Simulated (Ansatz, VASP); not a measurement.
**Cross-check of Zn16HSe15N (N-H pair in ZnSe) between VASP and Ansatz**

One calculation is typed for both programs; each brings its own data sets. How far apart do they land? The cell is taken from a series of runs on this material, whose earlier steps may have relaxed, scaled, displaced or heated it; both programs get it as it stands.

Main program and level: Ansatz 0.2.0; plane waves, with VASP 6.6.1 beside it; single point at HSE06.

## 1. Set-up

The cell holds 33 atoms: 16 Zn, 15 Se, 1 N and 1 H. Its edges and angles: a = 9.928 Å, b = 9.928 Å, c = 9.928 Å, α = 109.5°, β = 109.5°, γ = 109.5°. It derives from ZnSe (ZnSe (F-43m)). Nearest the centre at fractional (0.460, 0.710, 0.460): H33 at 0.61 Å, N32 at 0.80 Å, Zn16 at 2.30 Å, Zn9 at 2.30 Å, Zn12 at 2.31 Å, Zn7 at 2.79 Å, Se23 at 3.78 Å, Se22 at 3.78 Å.

## 2. VASP: single point, HSE06

A single point gives forces, pressure and levels at one fixed geometry, so differences don't come from the geometry; what else differs is listed under the comparison.

Lines of VASP's logs that name or quote its potential files are left out, and so is its time.

The run reads the wave functions of an earlier VASP run, which isn't shown here.

File INCAR:

```
SYSTEM = Zn16HSe15N
PREC = Accurate
ENCUT = 520
EDIFF = 1E-06
NELM = 100
ISMEAR = -1
SIGMA = 0.01
LREAL = Auto
ALGO = Normal
LHFCALC = .TRUE.
AEXX = 0.25
GGA = PE
HFSCREEN = 0.208
LASPH = .TRUE.
NBANDS = 167
PRECFOCK = Fast
LORBIT = 11
LWAVE = .FALSE.
LCHARG = .FALSE.
ISIF = 2
```

File POSCAR:

```
Zn16HSe15N
1.0
   -5.7318292421      5.7318292421     -5.7318292421
    5.7318292421      5.7318292421      5.7318292421
    5.7318292421     -5.7318292421     -5.7318292421
Zn Se N H
16 15 1 1
Direct
    0.9977389509      0.9939441825      0.9979059932
    0.9977354714      0.2477448058      0.7440977472
    0.0000597086      0.5036546696      0.5075797969
    0.0000665903      0.7574204474      0.2538254761
    0.2447479891      0.9935483112      0.7437161939
    0.2536454026      0.2500899216      0.5075682115
    0.1791586070      0.4291774160      0.1793355069
    0.2536501773      0.7574148612      0.0002546597
    0.5155786109      0.9734227032      0.5157633536
    0.5074117327      0.2500843259      0.2538217382
    0.5073968764      0.5036624987      0.0002486351
    0.5155638576      0.7655771896      0.7235857719
    0.7435262106      0.9935356180      0.2449229891
    0.7439365130      0.2477464354      0.9979089331
    0.7435419766      0.4947683758      0.7437104648
    0.7233887925      0.7656032236      0.5157652589
    0.9990196633      0.0009221095      0.7510828118
    0.9978508379      0.2478602396      0.4958076856
    0.9947996616      0.5004451652      0.2506088508
    0.9978574889      0.7456542356      0.9980327332
    0.2588710632      0.9976172047      0.5007314827
    0.2504329441      0.2448096369      0.2505965665
    0.2504226887      0.5004342175      0.9949671463
    0.2588633562      0.7505593932      0.7477763600
    0.5005427418      0.9976019910      0.2590431452
    0.4956464573      0.2478727792      0.9980311351
    0.5005498498      0.5088772341      0.7477664883
    0.7509014994      0.0009102319      0.9991811340
    0.7509088638      0.2490286671      0.7510805266
    0.7475846061      0.5088840820      0.5007135091
    0.7475851089      0.7505487091      0.2590458272
    0.5404114604      0.7904444448      0.5406187397
    0.3990673907      0.6491115759      0.3992828078
```

File KPOINTS:

```
Automatic mesh
0
Gamma
1 1 1
0 0 0
```

Potentials, in the order of the species: Zn, Se, N and H (PBE family, release 64).

On the command line:

```
export OMP_NUM_THREADS=3
mpirun -np 1 vasp_gam
```

Numbers of over 12 decimals in the logs are rounded to 6 here.

Log:

```text
[banner, memory and clock lines left out]
running    1 mpi-ranks, on    1 nodes
[...]
Offloading initialized ...    1 GPUs detected
[...]
LDA part: xc-table for (Slater+PW92), standard interpolation
 found WAVECAR, reading the header
 POSCAR, INCAR and KPOINTS ok, starting setup
[...]
reading WAVECAR
 the WAVECAR file was read successfully
 initial charge from wavefunction
 entering main loop
       N       E                     dE             d eps       ncg     rms          rms(c)
DAV:   1    -0.124336078476E+03   -0.12434E+03   -0.14100E+01   436   0.346E+01    0.864E+00
DAV:   2    -0.124219354673E+03    0.11672E+00   -0.46460E+00   380   0.130E+01    0.454E+00
DAV:   3    -0.124233283609E+03   -0.13929E-01   -0.45196E-01   380   0.353E+00    0.280E+00
DAV:   4    -0.124233195418E+03    0.88191E-04   -0.51613E-02   357   0.116E+00    0.159E+00
[...]
DAV:  11    -0.124229789673E+03    0.45268E-05   -0.25108E-06   229   0.792E-03    0.208E-02
DAV:  12    -0.124229787734E+03    0.19393E-05   -0.12600E-06   189   0.709E-03    0.116E-02
DAV:  13    -0.124229786750E+03    0.98370E-06   -0.59970E-07   188   0.595E-03
   1 F= -.12422979E+03 E0= -.12422979E+03  d E =-.226248E-12
```

From OUTCAR (step 2):

```text
  Total       -9.8552718     -9.8668177     -9.8548085     -0.5053144      0.5130632      0.5138071
  in kB      -20.9623258    -20.9868841    -20.9613403     -1.0748122      1.0912940      1.0928762
  external PRESSURE =     -20.9701834 kB  Pullay stress =       0.0000000 kB

 POSITION                                       TOTAL-FORCE (eV/Angst)
 -----------------------------------------------------------------------------------
      5.69808      5.69616     -5.74158         0.007148      0.006698     -0.023177
     -0.03378      2.87384     -8.56386         0.006864      0.023569     -0.006716
      5.79588     -0.02216     -0.02284        -0.005174      0.005795      0.003078
      5.79591      2.88690      2.88614        -0.005460     -0.002598     -0.005549
      8.55485      2.83485      0.02914        -0.018883      0.011452     -0.011229
      2.88891     -0.02197     -2.92967        -0.003373      0.005387      0.004866
      2.46099      2.45896      0.40514         0.069249      0.069513     -0.069674
      2.88895      5.79379      2.88603        -0.003487     -0.005148     -0.005345
      5.58055      5.57843     -0.33198        -0.014700     -0.014927      0.194374
     -0.02009      2.88698     -2.92982         0.005234     -0.003038      0.005772
     -0.01998      5.79379     -0.02283         0.005116     -0.005061      0.003294
      5.58050      3.19581     -2.71444        -0.014720     -0.193465      0.014923
      2.83687      8.55269      0.02915         0.010587     -0.018369     -0.010752
      2.87577     -0.03569     -8.56392         0.023262      0.006811     -0.006926
[...]
-----------------------------------------------------------------------------------
    total drift:                               -0.013512     -0.020252      0.013180

  FREE ENERGIE OF THE ION-ELECTRON SYSTEM (eV)
  ---------------------------------------------------
  free  energy   TOTEN  =      -124.2297867504 eV

  energy  without entropy=     -124.2297867504  energy(sigma->0) =     -124.22978675

[... 3 further parts left out ...]
[key lines of the parts left out:]
E-fermi :   0.8116
```

The run ends at a pressure of -2.10 GPa, with forces up to 5.0 eV/Å.

(Continued in part 2 of 2.)

[Lines on the potential files, build, host, timing and source positions are cut from VASP's logs without a mark.]

[Logs are printed without paths, hosts, clocks, repeated set-up lines and the standing remarks that a program may print on its own settings, such as how far it seeks lower states.]

[Hosts, paths, dates, database ids (printed as entryN), source tags and the programs' standing remarks are cut or masked in the printed files.]
